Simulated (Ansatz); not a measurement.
Runs of Ansatz 0.2.0 on BP. The structure is cubic, space group F-43m (No. 216). The conventional cell has a = 4.538 Å, b = 4.538 Å, c = 4.538 Å, α = 90.00°, β = 90.00°, γ = 90.00°. P (site symmetry -43m) has 4 B at 1.97 Å as nearest neighbours. B (site symmetry -43m) has 4 P at 1.97 Å as nearest neighbours. 

```tsv
task	level	potentials or basis	cell	cutoff (eV)	smearing	basis error allowed	gap on the mesh (eV)	pressure (GPa)	relaxed volume (Å³/atom)
Born charges and dielectric tensor	PBEsol	all-electron PAW datasets made for the crystal	as given	310	fixed	-	1.14	-	-
relaxation of cell and atoms	revPBE+D4	all-electron LAPW, scalar-relativistic	relaxed	-	fermi-dirac 0.05 eV	0.001 eV/atom	1.19	0.0	(b)
relaxation of cell and atoms	revPBE	all-electron LAPW, scalar-relativistic	relaxed	-	fermi-dirac 0.05 eV	0.001 eV/atom	1.29	0.0	(a)
band structure	BLYP	all-electron LAPW, scalar-relativistic	as given	283	fermi-dirac 0.05 eV	0.001 eV/atom	1.51	6.1	-
single point	LDA	all-electron LAPW, scalar-relativistic	as given	283	gaussian 0.05 eV	0.001 eV/atom	1.19	-5.2	-
single point	PBEsol	all-electron LAPW, scalar-relativistic	as given	281	gaussian 0.1 eV	0.001 eV/atom	1.14	-2.0	-
```

Alike in all rows: no spin polarisation; k mesh 10 × 10 × 10.

Q: Estimate the missing entries.

A: (a) 11.91; (b) 11.16.

Caveats: the program warned that the printed levels may be off, so bands, gaps and densities of states are rough (some runs).

A k mesh can miss the band edges.

The runs don't all hold the same shells in valence.

Runs at the PBE level aren't shown here.
